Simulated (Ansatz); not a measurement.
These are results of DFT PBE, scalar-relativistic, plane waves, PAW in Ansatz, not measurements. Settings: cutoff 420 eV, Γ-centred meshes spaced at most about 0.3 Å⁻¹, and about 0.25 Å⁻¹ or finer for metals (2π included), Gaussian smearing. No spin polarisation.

The zero of energy is the elements' standard structures at the same level; no fitted shifts are applied. The references include black phosphorus.

These are static total energies at zero pressure. The comparison covers the computed candidates alone. Weakly bound directions are ill-defined at this level, which has no dispersion term. The reference form of P is held partly by dispersion forces, which this level lacks.

A search for B2P5 gave 4 distinct relaxed structures. Coordination counts P atoms around B (those within 1.25 times the shortest such distance or 1.15 times the sum of covalent radii, 1.27 where that leaves under three). Cells relaxed within their symmetry can be saddle points.

Task: What is the best candidate for B2P5?

Result: The one with space group Pm (No. 6), reached from: a cell proposed by chemical analogy. It has a = 4.627 Å, b = 3.243 Å, c = 16.387 Å, β = 97.3°, 17.4 Å³/atom, no gap on the mesh. B on its first site has 4 P at 1.97–2.02 Å; B on its second site has 3 P at 1.89–1.93 Å; B on its third site has 4 P at 1.97–1.99 Å; P on its first site has 3 B at 1.97–1.98 Å and 1 P at 2.25 Å; 10 more sites not described. Its energy over the elements is −0.10 eV/atom. Whether it is stable depends on the other phases of the system, which aren't compared here. An observed structure of this formula, if there is one, may be missing.

```
B P
1.0
     4.62661    0.00000    0.00000
     0.00000    3.24300    0.00000
    -2.08703    0.00000   16.25405
B P
4 10
Direct
  0.01504 0.00000 0.21263
  0.88821 0.00000 0.03856
  0.56583 0.50000 0.31120
  0.47390 0.50000 0.11420
  0.31768 0.00000 0.30835
  0.13320 0.00000 0.42895
  0.23422 0.00000 0.11379
  0.76932 0.50000 0.21257
  0.80993 0.50000 0.42037
  0.67275 0.50000 0.01064
  0.08540 0.00000 0.77740
  0.40960 0.50000 0.77624
  0.84997 0.00000 0.64724
  0.52493 0.50000 0.64586
```

Task: How much higher is the P-3m1 structure with 15.0 Å³/atom and coordination B 4 (reached from: a cell proposed by chemical analogy)?

Result: 60 meV/atom. It has no gap on its mesh. It holds P–P nets (shortest 2.23 Å).

Task: How much higher is the P-3m1 structure with 15.8 Å³/atom and coordination B 4 (reached from: a cell proposed by chemical analogy)?

Result: 141 meV/atom. It has no gap on its mesh. It holds P–P nets (shortest 2.22 Å).
